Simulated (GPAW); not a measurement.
YN:

```
Y N
1.0
     0.00000    2.43850    2.43850
     2.43850    0.00000    2.43850
     2.43850    2.43850    0.00000
Y N
1 1
Direct
  0.00000 0.00000 0.00000
  0.50000 0.50000 0.50000
```

Program: GPAW 26.7.0. Alike in all runs: no spin polarisation; cell as given; cutoff (eV) 800; smearing fermi-dirac 0.05 eV. Hardware: 1 thread of Arm Neoverse V2, with other jobs on the host.

Task: Order these runs on this cell by their wall time, lowest first.
A. task band structure; level PBEsol; potentials or basis PAW data sets generated in the run's folder for this functional, pw; k mesh 9 × 9 × 9; band path GXWKGLUWLK,UX; band points 100
B. task single point; level PBEsol; potentials or basis PAW data sets generated in the run's folder for this functional, pw; k mesh 9 × 9 × 9
C. task single point; level TB-mBJ; potentials or basis GPAW PAW data sets for LDA (gpaw-data 1.2.1), pw; k mesh 10 × 10 × 10

Result: B (22 s), A (50 s), C (300 s).

Caveats: a model potential gives levels but no total energy (some runs).
